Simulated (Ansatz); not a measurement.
Something may be wrong with this Ansatz 0.2.0 calculation of ZnAu.

The input input.yaml:

```yaml
crystal:
  lattice:
    - [3.147, 0.0, 0.0]
    - [0.0, 3.147, 0.0]
    - [0.0, 0.0, 3.147]
  atoms:
    - { symbol: Au, position: [0.0, 0.0, 0.0] }
    - { symbol: Zn, position: [0.5, 0.5, 0.5] }
hamiltonian:
  xc: pbe
  pseudopotentials: { kind: paw }
kpoints:
  mp_grid: { grid: [8, 8, 8] }
  band_path:
    path:
      - [[0.0, 0.0, 0.0], [0.0, 0.5, 0.0], [0.5, 0.5, 0.0], [0.0, 0.0, 0.0], [0.5, 0.5, 0.5], [0.0, 0.5, 0.0]]
      - [[0.5, 0.5, 0.0], [0.5, 0.5, 0.5]]
    npoints: 14
scf:
  occupations: { method: fermi_dirac, width: 0.05 }
  n_extra_bands: 6
  convergence: { dr2_threshold: -1.0e-06 }
  max_iter: 50
output:
  forces: true
  stress: true
  eigenvalues: true
  fatbands: true
```

Potentials or basis: Ansatz PAW.

The run is started by

```bash
$ ansatz run input.yaml --threads 2 --pin off --max-ram 5632MiB --backend cpu --events-out ev --progress --plain --runs-dir out
```

Output:

```text
Error: invalid value for `scf.convergence.dr2_threshold`: must be finite and > 0; got -0.000001 eV
```

Q: How did it end, and where is the flaw?

A: The program refused the input. The input holds a flaw that was put in on purpose: a threshold that can't be met (scf.convergence.dr2_threshold = -1e-06).
